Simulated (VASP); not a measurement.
Here is a VASP 6.6.1 calculation.

File POSCAR:

```
H9ClO4
1.0
    5.7296700000      0.0000000000      0.0000000000
    0.0000000000      5.7296700000      0.0000000000
    0.0000000000      0.0000000000      5.7296700000
O H Cl
4 9 1
Direct
    0.6737560300      0.3224400200      0.0997180900
    0.7549121400      0.9215471400      0.8113041200
    0.5086701600     -0.0354479100      0.4114791600
   -0.0505851300      0.7801405700      0.3140000500
    0.7359434100      0.1672015500      0.0257540900
    0.8072776900      0.3643490300      0.1959072000
    0.7608139700      0.7521358100      0.8499671300
    0.5944476000      0.9568734900      0.7674922100
    0.5659755100      0.1096821700      0.3060200900
    0.3745610500     -0.0295413600      0.2689180600
   -0.2161362900      0.8150391100      0.3068848100
    0.0047838000      0.6808625500      0.1759587900
    0.0479124000      0.5815431500      0.6266762000
    0.2269870100      0.5598313400      0.7475805400
```

File INCAR.step1:

```
ALGO = Normal
EDIFF = 1E-4
ENCUT = 520
GGA = PE
ISMEAR = -1
ISYM = 0
LASPH = True
LCHARG = False
LREAL = False
LWAVE = True
NBANDS = 33
NELM = 100
PREC = Accurate
SIGMA = 0.05
```

INCAR.step2

```
ALGO = Normal
EDIFF = 1E-5
ENCUT = 520
IBRION = 0
ISIF = 2
ISMEAR = -1
ISTART = 1
ISYM = 0
IVDW = 12
LANGEVIN_GAMMA = 20 20 20
LASPH = True
LCHARG = False
LMIXTAU = True
LREAL = False
LWAVE = False
MDALGO = 3
METAGGA = R2SCAN
NBANDS = 33
NELM = 100
NELMIN = 4
NSW = 40
POTIM = 0.5
PREC = Accurate
RANDOM_SEED = 657496 0 0
SIGMA = 0.05
TEBEG = 1500.0
TEEND = 1500.0
VDW_A1 = 0.49484001
VDW_A2 = 5.73083694
VDW_S6 = 1.0
VDW_S8 = 0.78981345
```

KPOINTS

```
k-points
0
Gamma
  1 1 1
```

Potentials or basis: VASP PAW PBE potentials, release 64 (O, H, Cl).

Launch:

```console
$ cat potpaw_PBE.64/O/POTCAR potpaw_PBE.64/H/POTCAR potpaw_PBE.64/Cl/POTCAR > POTCAR
$ cp INCAR.step1 INCAR
$ mpirun -np 1 vasp_gam > vasp.out
$ cp INCAR.step2 INCAR
$ mpirun -np 1 vasp_gam > vasp.out
```

(1) What does it give for the dispersion energy per atom?

Results:

(1) -0.017 eV.
